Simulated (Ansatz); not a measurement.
A crystal relaxed with r2SCAN in the PAW code Ansatz has space group Fm-3m (No. 225) and a = 5.935 Å.

| atom | site | x | y | z |
| --- | --- | --- | --- | --- |
| Xx | 4a | 0.0000 | 0.0000 | 0.0000 |
| Se | 4b | 0.5000 | 0.0000 | 0.0000 |

The r2SCAN gap is indirect, 2.52 eV (Γ to X), below the direct gap of 3.46 eV at X. With HSE06 the valence top lies at Γ and the conduction bottom at X, 3.00 eV higher; the smallest vertical gap, at X, is 4.03 eV. Meshes: r2SCAN 8×8×8, HSE06 6×6×6. r2SCAN's ε∞ is 5.1 in all directions.

Question: Which element is Xx?
A. Sr
B. Ba
C. Be
D. Ca

Answer: D. Xx is Ca: rocksalt CaSe. Ca has 6 Se at 2.97 Å; Se has 6 Ca at 2.97 Å.

No spin polarisation and no zero-point or thermal motion.

The runs are scalar-relativistic, without spin-orbit coupling.

The meshes of the hybrids are coarse, so their gaps aren't converged to the digits shown.
